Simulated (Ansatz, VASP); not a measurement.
## One calculation of Ir, two programs

```
CELL_PARAMETERS angstrom
0.00000 1.91970 1.91970
1.91970 0.00000 1.91970
1.91970 1.91970 0.00000
ATOMIC_POSITIONS crystal
Ir 0.00000 0.00000 0.00000
```

Alike in both runs: task single point; functional PBE; k mesh 22 × 22 × 22; occupations gaussian, width 0.15 eV; no spin polarisation.

```csv
,VASP,Ansatz
version,VASP 6.6.1,Ansatz 0.2.0
potentials or method,"VASP PAW PBE potentials, release 64 (Ir)","scalar-relativistic, plane waves, PAW"
plane-wave cutoff (eV),520,420
valence electrons in the cell,9,17
```

|  | VASP | Ansatz | Ansatz less VASP |
| --- | --- | --- | --- |
| gap on the k mesh at the Fermi level (eV) | none | none | - |
| pressure (GPa) | 9.7 | 9.1 | -0.61 |

A gap of «none» marks a metal or a gap that the smearing closes. The two sets of potentials don't hold the same shells in valence.

Spin-orbit coupling is left out, which matters for the levels of Ir.
